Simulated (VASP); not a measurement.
Runs of VASP 6.6.1 on Se. Symmetry: Pm-3m, No. 221, cubic system. The conventional cell has a = 2.811 Å, b = 2.811 Å, c = 2.811 Å, α = 90.00°, β = 90.00°, γ = 90.00°. Se (site symmetry m-3m) has 6 Se at 2.81 Å as nearest neighbours. This isn't the form of Se at room conditions, which is trigonal, of chains.

```csv
task,spin,cell,cutoff (eV),pressure (GPa),relaxed volume (Å³/atom)
band structure,off,as given,520,-3.6,-
relaxation of cell and atoms,off,relaxed,600,0.0,(a)
relaxation of cell and atoms,"SOC, no magnetisation",relaxed,600,0.0,21.25
band structure,"SOC, no magnetisation",as given,520,-3.4,-
```

Alike in all rows: level LDA; potentials or basis VASP PAW LDA potentials, release 64 (Se); k mesh 7 × 7 × 7; smearing fermi-dirac 0.05 eV.

Q: Fill in the values left out.

A: (a) 21.17.
